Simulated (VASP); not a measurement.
# WSe2 in VASP: notebook

One slab, WSe2, is run at these levels: PBE+D3(BJ), r2SCAN; tasks: band structure.

Everything below comes from runs of VASP 6.6.1. Logs are shortened: lines on timing, memory, paths and dates and some standing lists are left out, and cuts for length are marked.

### Step 1. Starting point

The cell holds a slab with vacuum, 9 atoms: a = 3.283 Å, b = 3.283 Å, c = 34.316 Å, α = 90.00°, β = 90.00°, γ = 120.00°.

### Step 2. Band structure, PBE+D3(BJ), spin-orbit coupling, no magnetisation

Contents of INCAR:

```
SYSTEM = WSe2
PREC = Accurate
ENCUT = 520
EDIFF = 1E-6
ISMEAR = 0
SIGMA = 0.03
LREAL = .False.
LASPH = .True.
NELM = 80
ALGO = Fast
ISIF = 2
LWAVE = .False.
LCHARG = .False.
MAGMOM = 0 0 0 0 0 0 0 0 0 0 0 0 0 0 0 0 0 0 0 0 0 0 0 0 0 0 0
LORBIT = 11
LSORBIT = .True.
GGA_COMPAT = .False.
LMAXMIX = 4
LDIPOL = .True.
IDIPOL = 3
DIPOL = 0.5 0.5 0.500
GGA = PE
IVDW = 12
NBANDS = 99
LVHAR = .True.
LVACPOTAV = .True.
KPAR = 4
```

Contents of KPOINTS:

```
regular mesh
0
Gamma
  12 12 1
  0 0 0
```

Contents of POSCAR:

```
WSe2                                    
1.0
    3.2831203080      0.0000000000      0.0000000000
   -1.6415601540      2.8432655920      0.0000000000
    0.0000000000      0.0000000000     34.3162600000
  Se              W             
     6     3
Direct
     0.3333333300000021    0.6666666699999979    0.2643483980769393
     0.3333333300000021    0.6666666699999979    0.3626802713231220
     0.6666666699999979    0.3333333300000021    0.4508878640799429
     0.6666666699999979    0.3333333300000021    0.5491121359200571
     0.3333333300000021    0.6666666699999979    0.6373197286768779
     0.3333333300000021    0.6666666699999979    0.7356516019230607
     0.6666666699999979    0.3333333300000021    0.3135238744405524
     0.3333333300000021    0.6666666699999979    0.5000000000000000
     0.6666666699999979    0.3333333300000021    0.6864761255594476
```

Contents of KPOINTS_OPT:

```
explicit points
67
Reciprocal
 0.0000000000  0.0000000000  0.0000000000 1
 0.0357142900  0.0000000000  0.0000000000 1
 0.0714285700  0.0000000000  0.0000000000 1
 0.1071428600  0.0000000000  0.0000000000 1
 0.1428571400  0.0000000000  0.0000000000 1
 0.1785714300  0.0000000000  0.0000000000 1
 0.2142857100  0.0000000000  0.0000000000 1
 0.2500000000  0.0000000000  0.0000000000 1
 0.2857142900  0.0000000000  0.0000000000 1
 0.3214285700  0.0000000000  0.0000000000 1
 0.3571428600  0.0000000000  0.0000000000 1
 0.3928571400  0.0000000000  0.0000000000 1
 0.4285714300  0.0000000000  0.0000000000 1
 0.4642857100  0.0000000000  0.0000000000 1
 0.5000000000  0.0000000000  0.0000000000 1
 0.4791666700  0.0416666700  0.0000000000 1
 0.4583333300  0.0833333300  0.0000000000 1
 0.4375000000  0.1250000000  0.0000000000 1
 0.4166666700  0.1666666700  0.0000000000 1
 0.3958333300  0.2083333300  0.0000000000 1
 0.3750000000  0.2500000000  0.0000000000 1
 0.3541666700  0.2916666700  0.0000000000 1
 0.3333333300  0.3333333300  0.0000000000 1
 0.3137254900  0.3137254900  0.0000000000 1
 0.2941176500  0.2941176500  0.0000000000 1
 0.2745098000  0.2745098000  0.0000000000 1
 0.2549019600  0.2549019600  0.0000000000 1
 0.2352941200  0.2352941200  0.0000000000 1
 0.2156862700  0.2156862700  0.0000000000 1
 0.1960784300  0.1960784300  0.0000000000 1
 0.1764705900  0.1764705900  0.0000000000 1
 0.1568627500  0.1568627500  0.0000000000 1
 0.1372549000  0.1372549000  0.0000000000 1
 0.1176470600  0.1176470600  0.0000000000 1
 0.0980392200  0.0980392200  0.0000000000 1
 0.0784313700  0.0784313700  0.0000000000 1
 0.0588235300  0.0588235300  0.0000000000 1
 0.0392156900  0.0392156900  0.0000000000 1
 0.0196078400  0.0196078400  0.0000000000 1
 0.0000000000  0.0000000000  0.0000000000 1
 0.0000000000  0.0000000000  0.0000000000 1
 0.0062834400 -0.0031417200  0.0000000000 1
-0.0062834400  0.0031417200  0.0000000000 1
 0.0183266900 -0.0091633500  0.0000000000 1
-0.0183266900  0.0091633500  0.0000000000 1
-0.0000000000  0.0054416200  0.0000000000 1
 0.0000000000 -0.0054416200  0.0000000000 1
-0.0000000000  0.0158713800  0.0000000000 1
 0.0000000000 -0.0158713800  0.0000000000 1
 0.5000000000  0.0000000000  0.0000000000 1
 0.5062834400 -0.0031417200  0.0000000000 1
 0.4937165600  0.0031417200  0.0000000000 1
 0.5183266900 -0.0091633500  0.0000000000 1
 0.4816733100  0.0091633500  0.0000000000 1
 0.5000000000  0.0054416200  0.0000000000 1
 0.5000000000 -0.0054416200  0.0000000000 1
 0.5000000000  0.0158713800  0.0000000000 1
 0.5000000000 -0.0158713800  0.0000000000 1
 0.3333333300  0.3333333300  0.0000000000 1
 0.3396167700  0.3301916100  0.0000000000 1
 0.3270498900  0.3364750500  0.0000000000 1
 0.3516600200  0.3241699800  0.0000000000 1
 0.3150066400  0.3424966800  0.0000000000 1
 0.3333333300  0.3387749500  0.0000000000 1
 0.3333333300  0.3278917100  0.0000000000 1
 0.3333333300  0.3492047100  0.0000000000 1
 0.3333333300  0.3174619500  0.0000000000 1
```

Potentials or basis: VASP PAW PBE potentials, release 64 (Se, W_sv).

The run is started by

```sh
$ cat potpaw_PBE.64/Se/POTCAR potpaw_PBE.64/W_sv/POTCAR > POTCAR
$ mpirun -np 4 vasp_ncl > vasp.out
```

OUTCAR:

```text
SYSTEM = WSe2
   PREC = Accurate
   ENCUT = 520
   EDIFF = 1E-6
   ISMEAR = 0
   LREAL = .False.
   LASPH = .True.
   NELM = 80
   ISIF = 2
   LORBIT = 11
   LSORBIT = .True.
   GGA = PE
   IVDW = 12
 IVDW          = 12

 ion  position               nearest neighbor table
   1  0.333  0.667  0.264-   7 2.54   7 2.54   7 2.54
   2  0.333  0.667  0.363-   7 2.54   7 2.54   7 2.54
   3  0.667  0.333  0.451-   8 2.54   8 2.54   8 2.54
   4  0.667  0.333  0.549-   8 2.54   8 2.54   8 2.54
   5  0.333  0.667  0.637-   9 2.54   9 2.54   9 2.54
   6  0.333  0.667  0.736-   9 2.54   9 2.54   9 2.54
   7  0.667  0.333  0.314-   2 2.54   2 2.54   2 2.54   1 2.54   1 2.54   1 2.54
   8  0.333  0.667  0.500-   3 2.54   4 2.54   3 2.54   4 2.54   3 2.54   4 2.54
   9  0.667  0.333  0.686-   5 2.54   5 2.54   5 2.54   6 2.54   6 2.54   6 2.54

  LATTYP: Found a hexagonal cell.
 ALAT       =     3.2831203080
 C/A-ratio  =    10.4523309476

  Lattice vectors:

 A1 = (   3.2831203080,   0.0000000000,   0.0000000000)
 A2 = (  -1.6415601540,   2.8432655920,   0.0000000000)
 A3 = (   0.0000000000,   0.0000000000,  34.3162600000)

Analysis of symmetry for initial positions (statically):
=====================================================================
 Subroutine PRICEL returns:
 Original cell was already a primitive cell.

 Routine SETGRP: Setting up the symmetry group for a
 hexagonal supercell.

 Subroutine GETGRP returns: Found 12 space group operations
 (whereof 12 operations were pure point group operations)
 out of a pool of 24 trial point group operations.

The static configuration has the point symmetry D_3h.

Analysis of symmetry for dynamics (positions and initial velocities):
=====================================================================
 Subroutine PRICEL returns:
 Original cell was already a primitive cell.

 Routine SETGRP: Setting up the symmetry group for a
 hexagonal supercell.

 Subroutine GETGRP returns: Found 12 space group operations
 (whereof 12 operations were pure point group operations)
 out of a pool of 24 trial point group operations.

The dynamic configuration has the point symmetry D_3h.

Analysis of structural, dynamic, and magnetic symmetry:
=====================================================================
 Subroutine PRICEL returns:
 Original cell was already a primitive cell.

 Routine SETGRP: Setting up the symmetry group for a
 hexagonal supercell.

 Subroutine GETGRP returns: Found 12 space group operations
 (whereof 12 operations were pure point group operations)
 out of a pool of 24 trial point group operations.

The overall configuration has the point symmetry D_3h.

 Subroutine INISYM returns: Found 12 space group operations
 (whereof 12 operations are pure point group operations),
 and found     1 'primitive' translations

----------------------------------------------------------------------------------------

                                     Primitive cell

  volume of cell :     320.3348

  direct lattice vectors                    reciprocal lattice vectors
     3.283120308  0.000000000  0.000000000     0.304588290  0.175854131  0.000000000
    -1.641560154  2.843265592  0.000000000     0.000000000  0.351708262  0.000000000
     0.000000000  0.000000000 34.316260000     0.000000000  0.000000000  0.029140705

  length of vectors
[... 166 lines left out ...]
      5     -72.8200      1.00000
      6     -72.8200      1.00000
[... 2221 lines left out ...]
     89       3.8756      0.00000
     90       3.8820      0.00000

 [... further k-points ...]

 [bands above 90 left out]

------------------------ aborting loop because EDIFF is reached ----------------------------------------

 Edisp (eV)   -3.84005

 E8    (eV) :    -1.7479

  FORCE on cell =-STRESS in cart. coord.  units (eV):
  Direction    XX          YY          ZZ          XY          YZ          ZX
  --------------------------------------------------------------------------------------
  -------------------------------------------------------------------------------------
  Total       0.26874     0.26874     0.27754     0.00000     0.00000    -0.00000
  in kB       1.34411     1.34411     1.38813     0.00000     0.00000    -0.00000
  external pressure =        1.36 kB  Pullay stress =        0.00 kB

 VOLUME and BASIS-vectors are now :
 -----------------------------------------------------------------------------
  energy-cutoff  :      520.00
  volume of cell :      320.33
      direct lattice vectors                 reciprocal lattice vectors
     3.283120308  0.000000000  0.000000000     0.304588290  0.175854131  0.000000000
    -1.641560154  2.843265592  0.000000000     0.000000000  0.351708262  0.000000000
     0.000000000  0.000000000 34.316260000     0.000000000  0.000000000  0.029140705

 POSITION                                       TOTAL-FORCE (eV/Angst)
 -----------------------------------------------------------------------------------
     -0.00000      1.89551      9.07145        -0.000000     -0.000000     -0.029093
     -0.00000      1.89551     12.44583        -0.000000     -0.000000      0.030724
      1.64156      0.94776     15.47279        -0.000000      0.000000     -0.038123
      1.64156      0.94776     18.84347        -0.000000      0.000000      0.038123
     -0.00000      1.89551     21.87043        -0.000000     -0.000000     -0.030724
     -0.00000      1.89551     25.24481        -0.000000      0.000000      0.029093
      1.64156      0.94776     10.75897         0.000000     -0.000000     -0.001599
     -0.00000      1.89551     17.15813        -0.000000     -0.000000     -0.000000
      1.64156      0.94776     23.55729         0.000000     -0.000000      0.001599
 -----------------------------------------------------------------------------------
    total drift:                               -0.000008      0.000004      0.000000

  FREE ENERGIE OF THE ION-ELECTRON SYSTEM (eV)
  ---------------------------------------------------
  free  energy   TOTEN  =       -70.9928794303 eV

  energy  without entropy=      -70.9928794303  energy(sigma->0) =      -70.99287943

 vacuum level on the upper side and lower side of the slab         6.279         6.279

 Spin-Orbit-Coupling matrix elements

 Ion:    1  E_soc:     -0.0430501
 l=   1
     0.0000000    -0.0069715    -0.0076318
    -0.0069715     0.0000000    -0.0069715
    -0.0076318    -0.0069715     0.0000000
 l=   2
     0.0000000     0.0000061     0.0000000     0.0000061     0.0000029
     0.0000061     0.0000000     0.0000045     0.0000133     0.0000061
     0.0000000     0.0000045     0.0000000     0.0000045     0.0000000
     0.0000061     0.0000133     0.0000045     0.0000000     0.0000061
     0.0000029     0.0000061     0.0000000     0.0000061     0.0000000
 l=   3
     0.0000000     0.0000000     0.0000000     0.0000000     0.0000000     0.0000000     0.0000000
     0.0000000     0.0000000     0.0000000     0.0000000     0.0000000     0.0000000     0.0000000
     0.0000000     0.0000000     0.0000000     0.0000000     0.0000000     0.0000000     0.0000000
     0.0000000     0.0000000     0.0000000     0.0000000     0.0000000     0.0000000     0.0000000
[... 149 lines left out ...]
 l=   2
     0.0000000    -0.0057239     0.0000000    -0.0057239    -0.0263162
    -0.0057239     0.0000000    -0.0180702    -0.0050384    -0.0057239
     0.0000000    -0.0180702     0.0000000    -0.0180702     0.0000000
    -0.0057239    -0.0050384    -0.0180702     0.0000000    -0.0057239
    -0.0263162    -0.0057239     0.0000000    -0.0057239     0.0000000
 l=   3
     0.0000000     0.0000000     0.0000000     0.0000000     0.0000000     0.0000000     0.0000000
     0.0000000     0.0000000     0.0000000     0.0000000     0.0000000     0.0000000     0.0000000
     0.0000000     0.0000000     0.0000000     0.0000000     0.0000000     0.0000000     0.0000000
     0.0000000     0.0000000     0.0000000     0.0000000     0.0000000     0.0000000     0.0000000
     0.0000000     0.0000000     0.0000000     0.0000000     0.0000000     0.0000000     0.0000000
     0.0000000     0.0000000     0.0000000     0.0000000     0.0000000     0.0000000     0.0000000
     0.0000000     0.0000000     0.0000000     0.0000000     0.0000000     0.0000000     0.0000000

 total charge

# of ion       s       p       d       tot
------------------------------------------
    1        1.475   2.352   0.068   3.895
    2        1.477   2.350   0.071   3.898
    3        1.477   2.350   0.071   3.898
    4        1.477   2.350   0.071   3.898
    5        1.477   2.350   0.071   3.898
    6        1.475   2.352   0.068   3.895
    7        2.309   6.282   3.383  11.975
    8        2.310   6.282   3.387  11.979
    9        2.309   6.282   3.383  11.975
--------------------------------------------------
tot         15.786  32.952  10.574  59.312

 magnetization (x)

# of ion       s       p       d       tot
------------------------------------------
    1       -0.000   0.000   0.000   0.000
    2       -0.000  -0.000   0.000  -0.000
    3        0.000  -0.000   0.000  -0.000
    4        0.000   0.000  -0.000   0.000
    5        0.000   0.000   0.000   0.000
    6        0.000   0.000  -0.000   0.000
    7        0.000   0.000   0.000   0.000
    8        0.000   0.000  -0.000  -0.000
    9       -0.000   0.000   0.000  -0.000
--------------------------------------------------
tot         -0.000   0.000  -0.000   0.000

 magnetization (y)

# of ion       s       p       d       tot
------------------------------------------
    1        0.000   0.000   0.000   0.000
    2        0.000   0.000   0.000   0.000
    3       -0.000  -0.000   0.000  -0.000
    4       -0.000   0.000   0.000  -0.000
    5       -0.000   0.000  -0.000  -0.000
    6        0.000   0.000   0.000   0.000
    7        0.000   0.000   0.000   0.000
    8        0.000  -0.000   0.000  -0.000
    9       -0.000   0.000  -0.000  -0.000
--------------------------------------------------
tot         -0.000  -0.000   0.000  -0.000

 magnetization (z)

# of ion       s       p       d       tot
------------------------------------------
    1        0.000  -0.000  -0.000  -0.000
    2       -0.000   0.000  -0.000   0.000
    3        0.000  -0.000  -0.000  -0.000
    4        0.000   0.000  -0.000   0.000
    5       -0.000   0.000  -0.000   0.000
    6       -0.000   0.000   0.000   0.000
    7       -0.000  -0.000   0.000  -0.000
    8        0.000   0.000   0.000   0.000
    9       -0.000   0.000   0.000   0.000
--------------------------------------------------
tot         -0.000   0.000  -0.000   0.000
```

Run time: 44 min. Hardware: 4 MPI ranks of Intel Xeon Platinum 8375C at 2.90GHz (Ice Lake), shared host; peak memory 2.5 GiB.

What came out:

```
Free energy                                           : -70.9929 eV
Largest force                                         : 0.038 eV/Å
Valence electrons inside the program's atomic spheres : Se 3.90; W 11.97, 11.98
Dispersion energy per atom                            : -0.427 eV
Work function of the upper face                       : 4.52 eV
Work function of the lower face                       : 4.52 eV
```

Forces on the atoms (eV/Å):
```
Se   0.000  0.000 -0.029
Se   0.000  0.000  0.031
Se   0.000  0.000 -0.038
Se   0.000  0.000  0.038
Se   0.000  0.000 -0.031
Se   0.000  0.000  0.029
W    0.000  0.000 -0.002
W    0.000  0.000  0.000
W    0.000  0.000  0.002
```

### Step 3. Band structure, r2SCAN

Contents of INCAR:

```
SYSTEM = WSe2
PREC = Accurate
ENCUT = 520
EDIFF = 1E-6
ISMEAR = 0
SIGMA = 0.03
LREAL = .False.
LASPH = .True.
NELM = 120
ALGO = All
ISIF = 2
LWAVE = .False.
LCHARG = .False.
LMAXMIX = 4
LDIPOL = .True.
IDIPOL = 3
DIPOL = 0.5 0.5 0.500
METAGGA = R2SCAN
LMIXTAU = .True.
NBANDS = 49
LVHAR = .True.
LVACPOTAV = .True.
AMIN = 0.01
KPAR = 4
```

KPOINTS is that of step 2.

POSCAR is that of step 2.

KPOINTS_OPT is that of step 2.

Potentials or basis: VASP PAW PBE potentials, release 64 (Se, W_sv).

The run is started by

```sh
$ cat potpaw_PBE.64/Se/POTCAR potpaw_PBE.64/W_sv/POTCAR > POTCAR
$ mpirun -np 4 vasp_std > vasp.out
```

Wall time 21 min (4 MPI ranks of Intel Xeon Platinum 8375C at 2.90GHz (Ice Lake), shared host); peak memory 0.95 GiB.

Results (log left out):

```
Free energy                            : -245.2206 eV
Largest force                          : 0.378 eV/Å
Band gap on the k mesh                 : 1.22 eV, indirect (least direct gap 1.71 eV)
Band gap along the path                : 1.20 eV, indirect (least direct gap 1.71 eV)
Ionisation potential of the upper face : 5.01 eV
```

Forces in eV/Å, atoms in the order of the input:
```
Se   0.000  0.000  0.232
Se   0.000  0.000 -0.378
Se   0.000  0.000  0.351
Se   0.000  0.000 -0.351
Se   0.000  0.000  0.378
Se   0.000  0.000 -0.232
W    0.000  0.000 -0.083
W    0.000  0.000  0.000
W    0.000  0.000  0.083
```

Levels at points of the mesh, in eV from the valence-band top:
```tsv
k point	band 36	band 37	band 38	band 39	band 40	band 41	band 42	band 43
(0.00, 0.00, 0.00)	-1.49	-0.93	-0.30	0.00	2.82	2.83	2.85	2.88
(0.50, 0.00, 0.00)	-1.34	-1.30	-1.25	-1.16	2.35	2.37	2.38	2.56
```

Caveat: the PAW data sets were made with another functional, which shifts forces and pressure a little; spin-orbit coupling is left out, which moves the levels of the heavy elements. r2SCAN opens gaps a little over a GGA but as a rule still falls short of measured ones.
